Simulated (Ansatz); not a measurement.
# BeSe (F-43m): exact exchange against the cheap answer

One table from this session's results is given with a row withheld; the runs are named, their logs left out.

Computed with Ansatz 0.2.0 (DFT at several levels, plane waves, PAW, unless a step's input says otherwise).

## The system as given

Symmetry: F-43m, No. 216, cubic system. Conventional cell: a = 5.070 Å, b = 5.070 Å, c = 5.070 Å, α = 90.00°, β = 90.00°, γ = 90.00°. Be (site symmetry -43m) is surrounded by 4 Se at 2.20 Å. Se (site symmetry -43m) is surrounded by 4 Be at 2.20 Å.

As a file:

```cif
data_structure
_symmetry_space_group_name_H-M 'P 1'
_symmetry_Int_Tables_number 1
_cell_length_a 3.5850
_cell_length_b 3.5850
_cell_length_c 3.5850
_cell_angle_alpha 60.000
_cell_angle_beta 60.000
_cell_angle_gamma 60.000
_cell_volume 32.58
loop_
_atom_site_label
_atom_site_type_symbol
_atom_site_fract_x
_atom_site_fract_y
_atom_site_fract_z
_atom_site_occupancy
Be1 Be 0.00000 0.00000 0.00000 1
Se1 Se 0.75000 0.75000 0.75000 1
```

An earlier run on this cell at PBE gave 5.36 GPa at 16.291 Å³/atom (8×8×8 mesh), gap on the mesh 2.54 eV. The cell is compressed at this level.

All runs below keep this geometry.

Levels to run, all on a 4×4×4 mesh: PBE; PBE0 form (fraction 1/ε∞); HSE06 + D3(BJ); HSE06 form (fraction 0.1); HSE06 form (fraction 0.35). Hardware: 4 threads of Arm Neoverse V1, shared host.

Set-up of the first run:

Contents of input.yaml:

```yaml
crystal:
  lattice:
    - [0.0, 2.535001018, 2.535001018]
    - [2.535001018, 0.0, 2.535001018]
    - [2.535001018, 2.535001018, 0.0]
  atoms:
    - { symbol: Be, position: [0.0, 0.0, 0.0] }
    - { symbol: Se, position: [0.75, 0.75, 0.75] }
basis:
  ecutwfc: 420
  ecutrho_ratio: 4
kpoints:
  mp_grid: { grid: [4, 4, 4] }
hamiltonian:
  xc: pbe
scf:
  occupations: { method: gaussian, width: 0.05 }
output:
  forces: true
  stress: true
  eigenvalues: true
  populations: true
  write_density: true
  write_potential: true
  elf: true
  volumetric_format: npy
```

Started as:

```sh
ansatz run input.yaml --threads 4 --pin off --max-ram 8192MiB --backend cpu --events-out ev --progress --plain --runs-dir out
```

Among the steps run: PBE; PBE0 form (fraction 1/ε∞); HSE06 + D3(BJ); HSE06 form (fraction 0.1); HSE06 form (fraction 0.35).

One of the session's tables, all rows but one given; the rest of the session is left out.

It belongs to the step «The sweep». 

| level | gap on the mesh (eV) | pressure (GPa) |
| --- | --- | --- |
| PBE | 2.52 | 5.9 |
| PBE0 form (fraction 1/ε∞) | 3.54 | 5.0 |
| HSE06 + D3(BJ) | 3.38 | 0.9 |
| HSE06 form (fraction 0.1) | ? | ? |
| HSE06 form (fraction 0.35) | 3.73 | 4.0 |

**Question.** Estimate the row for HSE06 form (fraction 0.1).

**Answer.** gap on the mesh (eV): 2.86; pressure (GPa): 5.4. In the column «gap on the mesh (eV)» it lies between PBE (2.52) and HSE06 + D3(BJ) (3.38).

Against 2.52 eV at PBE, the runs with exact exchange give 2.86 (HSE06 form (fraction 0.1)) to 3.73 eV (HSE06 form (fraction 0.35)). Levels with a dispersion term owe part of their pull to it. Gaps are over this coarse mesh alone, and total energies of different levels can't be compared. The program warned that the SCF threshold is loose for the stress of this hybrid run.

To keep in mind: Warnings in the runs' records: stress scf threshold loose, stress exchange threshold loose.
